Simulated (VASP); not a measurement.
Runs of VASP 6.6.1 on CdTe. The structure is cubic, space group F-43m (No. 216). The conventional cell has a = 6.564 Å, b = 6.564 Å, c = 6.564 Å, α = 90.00°, β = 90.00°, γ = 90.00°. Around Cd (site symmetry -43m) lie 4 Te at 2.84 Å. Around Te (site symmetry -43m) lie 4 Cd at 2.84 Å. The cell is a database's computed one.

| task | level | potentials or basis | cell | k mesh | cutoff (eV) | gap on the mesh (eV) | pressure (GPa) | relaxed volume (Å³/atom) |
| --- | --- | --- | --- | --- | --- | --- | --- | --- |
| relaxation of cell and atoms | PBEsol | VASP PAW PBE potentials, release 64 (Cd, Te) | relaxed | 4 × 4 × 4 | 600 | (a) | 0.0 | 34.45 |
| relaxation of cell and atoms | PBEsol | VASP PAW PBE potentials, release 64 (Cd, Te) | relaxed | 10 × 10 × 10 | 580 | 0.64 | 0.0 | 34.26 |
| single point | PBEsol | VASP PAW PBE potentials, release 64 (Cd, Te) | as given | 10 × 10 × 10 | 520 | (c) | (b) | - |
| relaxation of cell and atoms | RPBE | VASP PAW PBE potentials, release 64 (Cd, Te) | relaxed | 10 × 10 × 10 | 600 | 0.59 | 0.0 | 37.97 |
| relaxation of cell and atoms | LDA | VASP PAW LDA potentials, release 64 (Cd, Te) | relaxed | 10 × 10 × 10 | 600 | 0.64 | 0.0 | 33.07 |
| relaxation of cell and atoms | PBEsol | VASP PAW PBE potentials, release 64 (Cd, Te) | relaxed | 10 × 10 × 10 | 600 | 0.64 | 0.0 | 34.25 |

Alike in all rows: no spin polarisation; smearing gaussian 0.02 eV.

**Question.** Fill in the values left out.

**Answer.** (a) 0.61; (b) -1.2; (c) 0.55.

Caveats: spin-orbit coupling is left out, which moves the levels of the heavy elements; the PAW data sets were made with another functional, which shifts forces and pressure a little (some runs).

A k mesh can miss the band edges, and the runs leave out spin-orbit coupling on Cd, Te.

Runs at the PBE level aren't shown here.
